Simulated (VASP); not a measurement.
# BAs (F-43m) in VASP: a series of runs, part 2 of 2

VASP 6.6.1. Earlier steps stand in the parts before.

## (8) Phonons, r2SCAN

POSCAR reads:

```
BAs
1.0
    0.0000000000      2.3885000000      2.3885000000
    2.3885000000      0.0000000000      2.3885000000
    2.3885000000      2.3885000000      0.0000000000
As B
1 1
Direct
    0.7500000000      0.7500000000      0.7500000000
    0.0000000000      0.0000000000      0.0000000000
```

INCAR.step1 reads:

```
SYSTEM = BAs
PREC = Accurate
ENCUT = 600
EDIFF = 1E-8
ISMEAR = 0
SIGMA = 0.05
LREAL = .FALSE.
LASPH = .TRUE.
NELM = 80
ALGO = Normal
ISIF = 3
LWAVE = .FALSE.
LCHARG = .FALSE.
METAGGA = R2SCAN
LMIXTAU = .TRUE.
IBRION = 2
NSW = 40
EDIFFG = -0.002
```

INCAR.step2 reads:

```
SYSTEM = BAs
PREC = Accurate
ENCUT = 600
EDIFF = 1E-8
ISMEAR = 0
SIGMA = 0.05
LREAL = .FALSE.
LASPH = .TRUE.
NELM = 80
ALGO = Normal
ISIF = 2
LWAVE = .FALSE.
LCHARG = .FALSE.
METAGGA = R2SCAN
LMIXTAU = .TRUE.
IBRION = 6
NFREE = 2
POTIM = 0.015
NSW = 1
```

KPOINTS reads:

```
regular mesh
0
G
  7 7 7
  0 0 0
```

Potentials or basis: VASP PAW PBE potentials, release 64 (As, B).

Started as:

```
$ cat potpaw_PBE.64/As/POTCAR potpaw_PBE.64/B/POTCAR > POTCAR
$ cp INCAR.step1 INCAR
$ mpirun -np 1 vasp_std > vasp.out
$ cp CONTCAR POSCAR
$ cp INCAR.step2 INCAR
$ mpirun -np 1 vasp_std > vasp.out
```

OUTCAR:

```text
SYSTEM = BAs
   PREC = Accurate
   ENCUT = 600
   EDIFF = 1E-8
   ISMEAR = 0
   LREAL = .FALSE.
   LASPH = .TRUE.
   NELM = 80
   ISIF = 2
   METAGGA = R2SCAN
   IBRION = 6
   NFREE = 2
   POTIM = 0.015
   NSW = 1

 ion  position               nearest neighbor table
   1  0.750  0.750  0.750-   2 2.07   2 2.07   2 2.07   2 2.07
   2  0.000  0.000  0.000-   1 2.07   1 2.07   1 2.07   1 2.07

  LATTYP: Found a face centered cubic cell.
 ALAT       =     4.7864382541

  Lattice vectors:

 A1 = (   0.0000000000,   2.3932191271,   2.3932191271)
 A2 = (   2.3932191271,   0.0000000000,   2.3932191271)
 A3 = (   2.3932191271,   2.3932191271,   0.0000000000)

Analysis of symmetry for initial positions (statically):
=====================================================================
 Subroutine PRICEL returns:
 Original cell was already a primitive cell.

 Routine SETGRP: Setting up the symmetry group for a
 face centered cubic supercell.

 Subroutine GETGRP returns: Found 24 space group operations
 (whereof 24 operations were pure point group operations)
 out of a pool of 48 trial point group operations.

The static configuration has the point symmetry T_d .

Analysis of symmetry for dynamics (positions and initial velocities):
=====================================================================
 Subroutine PRICEL returns:
 Original cell was already a primitive cell.

 Routine SETGRP: Setting up the symmetry group for a
 face centered cubic supercell.

 Subroutine GETGRP returns: Found 24 space group operations
 (whereof 24 operations were pure point group operations)
 out of a pool of 48 trial point group operations.

The dynamic configuration has the point symmetry T_d .

 Subroutine INISYM returns: Found 24 space group operations
 (whereof 24 operations are pure point group operations),
 and found     1 'primitive' translations

----------------------------------------------------------------------------------------

                                     Primitive cell

  volume of cell :      27.4143

  direct lattice vectors                    reciprocal lattice vectors
     0.000000000  2.393219127  2.393219127    -0.208923619  0.208923619  0.208923619
     2.393219127  0.000000000  2.393219127     0.208923619 -0.208923619  0.208923619
     2.393219127  2.393219127  0.000000000     0.208923619  0.208923619 -0.208923619

  length of vectors
     3.384522947  3.384522947  3.384522947     0.361866322  0.361866322  0.361866322

  position of ions in fractional coordinates (direct lattice)
     0.750000000  0.750000000  0.750000000
     0.000000000  0.000000000  0.000000000

  ion indices of the primitive-cell ions
   primitive index   ion index
[... 95 lines left out ...]
   LHFCALC =     F    Hartree Fock is set to
   AEXX    =    0.0000 exact exchange contribution
   IVDW    =     0    specifies the selected vdW correction
   LEPSILON=     F    determine dielectric tensor
   LRPA    =     F    only Hartree local field effects (RPA)
 finite differences with symmetry
 non-spin polarized calculation
 Gauss-broadening in eV      SIGMA  =   0.05
  energy-cutoff  :      600.00
  volume of cell :       27.41
 maximum number of plane-waves:       941
   NGX = 13   NGY = 13   NGZ = 13

--------------------------------------- Ionic step        1  -------------------------------------------

 number of electron       8.0000000 magnetization

 Free energy of the ion-electron system (eV)
  ---------------------------------------------------
  ext. energy  EPLUGINS =         0.00000000
  ---------------------------------------------------
  free energy    TOTEN  =       -22.25125397 eV

  energy without entropy =      -22.25125397  energy(sigma->0) =      -22.25125397

------------------------ aborting loop because EDIFF is reached ----------------------------------------

  FORCE on cell =-STRESS in cart. coord.  units (eV):
  Direction    XX          YY          ZZ          XY          YZ          ZX
  --------------------------------------------------------------------------------------
  -------------------------------------------------------------------------------------
  Total        0.0022094      0.0022094      0.0022094     -0.0000000     -0.0000000      0.0000000
  in kB        0.1291213      0.1291213      0.1291213     -0.0000000     -0.0000000      0.0000000
  external PRESSURE =       0.1291213 kB  Pullay stress =       0.0000000 kB
[... 131 lines left out ...]
--------------------------------------- Ionic step        5  -------------------------------------------

 number of electron       8.0000000 magnetization

 Free energy of the ion-electron system (eV)
  ---------------------------------------------------
  ext. energy  EPLUGINS =         0.00000000
  ---------------------------------------------------
  free energy    TOTEN  =       -22.24933709 eV

  energy without entropy =      -22.24933709  energy(sigma->0) =      -22.24933709

 E-fermi :   6.3239     XC(G=0): -11.1054

 val. band max:        6.0710899923   @ k =   0.0000   0.0000   0.0000
 cond. band min:       7.3573839819   @ k =   0.0000   0.4286   0.4286
 fundamental gap:      1.2862939895
 Fermi energy:         6.3239416368

 k-point     1 :       0.0000    0.0000    0.0000
  band No.  band energies     occupation
      1     -10.1431      2.00000
      2       5.8472      2.00000
      3       5.9603      2.00000
      4       6.0711      2.00000
      5       9.3120      0.00000
      6       9.3961      0.00000
      7       9.4833      0.00000
      8      11.0329      0.00000
[... 243 lines left out ...]
 k-point    24 :       0.0000    0.1429    0.1429
  band No.  band energies     occupation
      1      -9.6770      2.00000
      2       4.0635      2.00000
      3       4.4228      2.00000
      4       4.5467      2.00000
      5       8.5932      0.00000
      6      11.3550      0.00000
      7      11.4304      0.00000
      8      12.0729      0.00000

 [... further k-points ...]
[... 5 lines left out ...]
  --------------------------------------------------------------------------------------
  -------------------------------------------------------------------------------------
  Total        0.0026263      0.0059228      0.0059228      0.0000000      0.0996943      0.0000000
  in kB        0.1534870      0.3461471      0.3461471      0.0000000      5.8264420      0.0000000
  external PRESSURE =       0.2819270 kB  Pullay stress =       0.0000000 kB
[... 17 lines left out ...]
  FREE ENERGIE OF THE ION-ELECTRON SYSTEM (eV)
  ---------------------------------------------------
  free  energy   TOTEN  =       -22.2493370946 eV

  energy  without entropy=      -22.2493370946  energy(sigma->0) =      -22.24933709

 INTERNAL STRAIN TENSORS FROM DISPLACED ATOMS
 ============================================

 INTERNAL STRAIN TENSOR FOR ION    1 for displacements in x,y,z  (eV/Angst):
          X           Y           Z          XY          YZ          ZX
  --------------------------------------------------------------------------------
  x    -0.00000     0.00000     0.00000     0.00000     6.65356     0.00000
  y     0.00000     0.00000     0.00000     0.00000     0.00000     6.65356
  z     0.00000     0.00000    -0.00000     6.65356     0.00000     0.00000

 INTERNAL STRAIN TENSOR FOR ION    2 for displacements in x,y,z  (eV/Angst):
          X           Y           Z          XY          YZ          ZX
  --------------------------------------------------------------------------------
  x    -0.00000     0.00000     0.00000     0.00000    -6.64676     0.00000
  y     0.00000    -0.00000     0.00000     0.00000     0.00000    -6.64676
  z     0.00000     0.00000    -0.00000    -6.64676     0.00000     0.00000

 Eigenvectors and eigenvalues of the dynamical matrix
 ----------------------------------------------------

   1 f  =   20.993604 THz   131.906705 2PiTHz  700.271259 cm-1    86.822532 meV
             X         Y         Z           dx          dy          dz
      3.589829  3.589829  3.589829    -0.343576   -0.089792    0.000000
      0.000000  0.000000  0.000000     0.904445    0.236372    0.000000
[... 21 lines left out ...]
   6 f/i=    0.000188 THz     0.001181 2PiTHz    0.006269 cm-1     0.000777 meV
             X         Y         Z           dx          dy          dz
      3.589829  3.589829  3.589829     0.783007    0.509403   -0.036092
      0.000000  0.000000  0.000000     0.297444    0.193509   -0.013710

 ELASTIC MODULI CONTR FROM IONIC RELAXATION (kBar)
 Direction    XX          YY          ZZ          XY          YZ          ZX
 --------------------------------------------------------------------------------
 XX          -0.0000      0.0000      0.0000     -0.0000      0.0000     -0.0000
 YY           0.0000     -0.0000     -0.0000     -0.0000     -0.0000     -0.0000
 ZZ           0.0000     -0.0000     -0.0000      0.0000     -0.0000     -0.0000
 XY          -0.0000     -0.0000      0.0000   -151.7012      0.0000      0.0000
 YZ           0.0000     -0.0000     -0.0000      0.0000   -151.7012      0.0000
 ZX          -0.0000     -0.0000     -0.0000      0.0000      0.0000   -151.7012
 --------------------------------------------------------------------------------
```

Wall time 5 min (1 thread of Intel Xeon Platinum 8559C (Emerald Rapids), shared host); peak memory 0.18 GiB.

What came out:

```
Relaxed volume                                          : 13.71 Å³/atom
Relaxed cell                                            : a = 3.385 Å, b = 3.385 Å, c = 3.385 Å, α = 60.00°, β = 60.00°, γ = 60.00°
Space group after relaxing (to 0.05 Å)                  : F-43m (No. 216)
Highest phonon frequency at Γ, LO-TO splitting left out : 700 cm⁻¹
```

The path:
```
step  energy change (eV)  largest force (eV/Å)  pressure (GPa)  volume (Å³)
   1              0.0000                0.0000            0.87        27.25
   2             -0.0002                0.0000           -0.65        27.54
   3             -0.0004                0.0000            0.01        27.41
```

Final structure:
```cif
data_structure
_symmetry_space_group_name_H-M 'P 1'
_symmetry_Int_Tables_number 1
_cell_length_a 3.3845
_cell_length_b 3.3845
_cell_length_c 3.3845
_cell_angle_alpha 60.000
_cell_angle_beta 60.000
_cell_angle_gamma 60.000
_cell_volume 27.41
loop_
_atom_site_label
_atom_site_type_symbol
_atom_site_fract_x
_atom_site_fract_y
_atom_site_fract_z
_atom_site_occupancy
As1 As 0.75000 0.75000 0.75000 1
B1 B 0.00000 0.00000 0.00000 1
```

Phonon frequencies in cm⁻¹ (negative: imaginary):
| q point | frequencies |
| --- | --- |
| (0.000, 0.000, 0.000) | 0 0 0 700 700 700 |

Caveat: the PAW data sets were made with another functional, which shifts forces and pressure a little.
